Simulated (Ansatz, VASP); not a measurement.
## Two plane-wave programs on Al

File INCAR:

```
SYSTEM = Al
PREC = Accurate
ENCUT = 600
EDIFF = 1E-6
ISMEAR = -1
SIGMA = 0.05
LREAL = .FALSE.
LASPH = .TRUE.
NELM = 60
ALGO = Fast
ISIF = 3
LWAVE = .FALSE.
LCHARG = .FALSE.
GGA = PS
IVDW = 13
IBRION = 2
NSW = 40
EDIFFG = -0.005
```

Contents of KPOINTS:

```
Automatic mesh
0
G
  11 11 11
  0 0 0
```

File POSCAR:

```
Al
1.0
    0.0000000000      2.0248050000      2.0248050000
    2.0248050000      0.0000000000      2.0248050000
    2.0248050000      2.0248050000      0.0000000000
Al
1
Direct
    0.0000000000      0.0000000000      0.0000000000
```

Contents of input.yaml:

```yaml
crystal:
  lattice:
    - [0.0, 2.024805, 2.024805]
    - [2.024805, 0.0, 2.024805]
    - [2.024805, 2.024805, 0.0]
  atoms:
    - { symbol: Al, position: [0.0, 0.0, 0.0] }
hamiltonian:
  xc: pbesol
  pseudopotentials: { kind: paw }
  dispersion: d4
kpoints:
  mp_grid: { grid: [11, 11, 11] }
scf:
  occupations: { method: fermi_dirac, width: 0.05 }
output:
  forces: true
  stress: true
  write_density: true
  write_potential: true
  elf: true
  volumetric_format: npy
relax:
  f_tol: 0.01
  max_steps: 40
  cell: { stress_tol: 0.05 }
```

Alike in both runs: task relaxation of cell and atoms; functional PBEsol; dispersion D4; k mesh 11 × 11 × 11; occupations fermi-dirac, width 0.05 eV; no spin polarisation.

|  | VASP | Ansatz |
| --- | --- | --- |
| version | VASP 6.6.1 | Ansatz 0.2.0 |
| potentials or method | VASP PAW PBE potentials, release 64 (Al) | Ansatz PAW |
| plane-wave cutoff (eV) | 600 | 420 |
| valence electrons in the cell | 3 | 3 |

```csv
,VASP,Ansatz,Ansatz less VASP
"gap on the k mesh at the Fermi level, each at its own relaxed structure (eV)",none,none,-
relaxed volume (Å³/atom),15.85,15.85,-0.006
relaxed cell length with the largest relative difference (Å),2.820,2.819,-0.0004
energy change over the relaxation (meV/atom),-9,-9,-0.3
```

A gap of «none» marks a metal or a gap that the smearing closes.

Caveats: pairwise dispersion overbinds metals, which lowers pressure and volume; the PAW data sets were made with another functional, which shifts forces and pressure a little (VASP); the plane-wave basis is chosen anew once the cell has moved, so the energies of steps on either side of that aren't comparable (Ansatz); the PAW data sets come from PBE, with cores solved anew for the run's functional, which leaves a small shift of forces and pressure (Ansatz).
